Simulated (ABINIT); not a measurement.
Crystal: SiC (Moissanite).

```
CELL_PARAMETERS angstrom
3.07600 0.00000 0.00000
-1.53800 2.66389 0.00000
0.00000 0.00000 5.04800
ATOMIC_POSITIONS crystal
Si 0.66667 0.33333 0.50000
Si 0.33333 0.66667 0.00000
C 0.66667 0.33333 0.88500
C 0.33333 0.66667 0.38500
```

Base run:

| Item | Value |
| --- | --- |
| Program | ABINIT 10.8.3 (patched build) |
| Functional | RPBE |
| Potentials or basis | JTH PAW PBE v2.0 |
| Cutoff | 544 eV |
| k mesh | 10 × 10 × 5 |
| Occupations | fermi-dirac, width 0.05 eV |
| Spin | no spin polarisation |

Its results: band gap on the k mesh 2.53 eV, indirect (least direct gap 4.14 eV); pressure 6.1 GPa; largest force 0.745 eV/Å.

The run is repeated on the same cell with these changes: functional from RPBE to PBEsol; potentials or basis from JTH PAW PBE v2.0 to PseudoDojo NC SR PBEsol v0.4 stringent; cutoff from 544 eV to 1116 eV. What comes out?

Band gap on the k mesh 2.33 eV, indirect (least direct gap 3.96 eV); pressure 0.3 GPa; largest force 0.755 eV/Å.

Caveats: the mesh misses the band edges, which the band path finds closer together; the PAW data sets were made with another functional, which shifts forces and pressure a little (some runs).
